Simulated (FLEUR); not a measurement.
BaTiO3 (Barioperovskite):

```xyz
5
Lattice="3.9855 0.0000 0.0000 0.0000 2.8369 2.8451 0.0000 -2.8369 2.8451" Properties=species:S:1:pos:R:3 pbc="T T T"
Ba    0.0000    0.0000    0.0000
Ti    1.9928    0.0000    2.9157
O     1.9928    1.3804    4.2594
O     1.9928   -1.3804    4.2594
O     0.0000    0.0000    2.7735
```

Base run:

* Program: FLEUR MaX-R8.1 (later development tree)
* Functional: r2SCAN
* Potentials or basis: all-electron
* Basis: FLAPW
* Kmax: 5.13 1/bohr
* k mesh: 7 × 7 × 7
* Occupations: fermi-dirac, width 0.05 eV
* Spin: no spin polarisation

Its results: band gap on the k mesh 2.32 eV, indirect (least direct gap 2.44 eV).

Question: The run is repeated on the same cell with these changes: functional from r2SCAN to LDA. What comes out?

Answer: Band gap on the k mesh 1.89 eV, indirect (least direct gap 1.99 eV).

r2SCAN gives the wider gap, since meta-GGAs in the generalised Kohn-Sham scheme recover part of the derivative discontinuity.

Caveats: spin-orbit coupling is left out, which moves the levels of the heavy elements; the meta-GGA is that of a development version, with a GGA for the radial functions and cores and without core tails (some runs).

A k mesh can miss the band edges.

Not every run made on this cell is shown here.
